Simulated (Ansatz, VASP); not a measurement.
## Two plane-wave programs on BaTe

```
Ba Te
1.0
     0.00000    3.41000    3.41000
     3.41000    0.00000    3.41000
     3.41000    3.41000    0.00000
Ba Te
1 1
Cartesian
  0.0000 0.0000 0.0000
  3.4100 3.4100 3.4100
```

Alike in both runs: functional PBE; k mesh 7 × 7 × 7; occupations fermi-dirac, width 0.02 eV; no spin polarisation.

Ansatz relaxed the structure, and its values are those at the end. VASP's run is a single point on that final structure, the one shown.

|  | VASP | Ansatz |
| --- | --- | --- |
| version | VASP 6.6.1 | Ansatz 0.2.0 |
| potentials or method | VASP PAW PBE potentials, release 64 (Ba_sv, Te) | plane-wave PAW, scalar-relativistic |
| plane-wave cutoff (eV) | 520 | 420 |
| valence electrons in the cell | 16 | 26 |

```tsv
	VASP	Ansatz	Ansatz less VASP
gap on the k mesh at the Fermi level (eV)	1.38	1.48	+0.099
pressure (GPa)	4.2	3.8	-0.43
```

The two sets of potentials don't hold the same shells in valence. Ansatz warned: «gradients_without_spin_orbit».

Caveats: spin-orbit coupling is left out, which moves the levels of the heavy elements; an odd mesh through Γ misses points on the zone boundary, where band edges often lie. Expect the measured gap to be larger: semilocal functionals such as PBE lack the derivative discontinuity.
